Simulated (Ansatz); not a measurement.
Equation of state of BeSe

```cif
data_structure
_symmetry_space_group_name_H-M 'F-43m'
_symmetry_Int_Tables_number 216
_cell_length_a 5.0700
_cell_length_b 5.0700
_cell_length_c 5.0700
_cell_angle_alpha 90.000
_cell_angle_beta 90.000
_cell_angle_gamma 90.000
_cell_volume 130.32
loop_
_atom_site_label
_atom_site_type_symbol
_atom_site_symmetry_multiplicity
_atom_site_Wyckoff_symbol
_atom_site_fract_x
_atom_site_fract_y
_atom_site_fract_z
_atom_site_occupancy
Be1 Be 4 a 0.00000 0.00000 0.00000 1
Se1 Se 4 c 0.25000 0.25000 0.25000 1
```

The runs use the primitive cell with vectors (0.000, 2.535, 2.535), (2.535, 0.000, 2.535), (2.535, 2.535, 0.000) Å, to which the k mesh refers.

It takes space group F-43m (No. 216, cubic). The conventional cell has a = 5.070 Å, b = 5.070 Å, c = 5.070 Å, α = 90.00°, β = 90.00°, γ = 90.00°. Be (site symmetry -43m) has 4 Se at 2.20 Å as nearest neighbours. Around Se (site symmetry -43m) lie 4 Be at 2.20 Å.

The cell is COD entry 9008837, as deposited and not checked against the literature; nothing was relaxed. It differs from other determinations.

Levels of theory: DFT, LDA, all-electron LAPW, scalar-relativistic (Ansatz 0.2.0); DFT, LDA, PAW with Ansatz's default frozen-core files, scalar-relativistic (Ansatz 0.2.0).

For LAPW: a Γ-centred 10×10×10 k mesh, Fermi–Dirac smearing of 0.02 eV, basis error target 1 meV/atom, no spin polarisation. PAW takes a cutoff of 420 eV at this cell (files made with PBE, cores remade for this functional). The Ansatz runs share mesh, smearing and spin set-up. Plane-wave (PAW) pressures include the program's estimate of the Pulay term.

The cell above is scaled evenly, with fractional coordinates and shape held.

| V/V(cell) | V (Å³/atom) | P, LAPW (GPa) | P, PAW (GPa) | gap on the k mesh, LAPW (eV) | free energy over the lowest listed, PAW (meV/atom) |
| --- | --- | --- | --- | --- | --- |
| 0.9400 | 15.313 | 6.58 | 6.58 | 2.24 | 21.1 |
| 0.9600 | 15.639 | 4.38 | 4.38 | 2.29 | 10.0 |
| 0.9800 | 15.965 | 2.39 | 2.39 | 2.34 | 3.1 |
| 0.9900 | 16.128 | 1.46 | 1.46 | 2.36 | 1.2 |
| 1.0000 | 16.290 | 0.58 | 0.58 | 2.39 | 0.2 |
| 1.0100 | 16.453 | -0.26 | -0.26 | 2.41 | 0.0 |
| 1.0200 | 16.616 | -1.07 | -1.07 | 2.43 | 0.7 |
| 1.0400 | 16.942 | -2.56 | -2.56 | 2.47 | 4.4 |
| 1.0600 | 17.268 | -3.91 | -3.91 | 2.51 | 11.0 |

(1) What do Birch–Murnaghan fits to the pressures give?

Answers

(1) LAPW: V0 = 16.40 Å³/atom, B0 = 84 GPa, B0′ = 3.9; PAW: V0 = 16.40 Å³/atom, B0 = 84 GPa, B0′ = 3.9.
